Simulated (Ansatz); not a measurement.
Crystal: La.

```
La
1.0
     3.75000    0.00000    0.00000
    -1.87500    3.24760    0.00000
     0.00000    0.00000    6.07000
La
2
Direct
  0.66667 0.33333 0.75000
  0.33333 0.66667 0.25000
```

This isn't the form of La at room conditions, which is double hcp.

```yaml
Program: Ansatz 0.2.0
Task: relaxation of cell and atoms
Functional: PBEsol
Dispersion: D3(BJ)
Potentials_or_basis: Ansatz PAW
Cutoff: "420 eV (not typed: the program's choice for these potentials)"
k_mesh: 8 × 8 × 5
Occupations: fermi-dirac, width 0.05 eV
Spin: no spin polarisation
```

At the start: volume 36.96 Å³/atom.

Q: Where does the relaxation end?

A: It ends after 6 steps and the volume is 30.87 Å³/atom (-16.5 %); space group P6_3/mmc (No. 194, to 0.05 Å).

The path:
| step | energy change (eV) | largest force (eV/Å) | volume (Å³) |
| --- | --- | --- | --- |
| 1 | 0.0000 | 0.0000 | 73.92 |
| 2 | -0.1222 | 0.0000 | 66.88 |
| 3 | -0.1529 | 0.0000 | 61.39 |
| 4 | -0.1538 | 0.0000 | 61.75 |
| 5 | -0.1539 | 0.0000 | 61.74 |
| 6 | -0.1536 | 0.0000 | 61.74 |

Final structure:
```
CELL_PARAMETERS angstrom
3.50994 0.00000 0.00000
-1.75497 3.03970 0.00000
0.00000 0.00000 5.78700
ATOMIC_POSITIONS crystal
La 0.66667 0.33333 0.75000
La 0.33333 0.66667 0.25000
```

Caveat: the volume moved by over 15 % at a fixed basis, so the end points are rough; the plane-wave basis is chosen anew once the cell has moved, so the energies of steps on either side of that aren't comparable; pairwise dispersion overbinds metals, which lowers pressure and volume; the PAW data sets come from PBE, with cores solved anew for the run's functional, which leaves a small shift of forces and pressure.
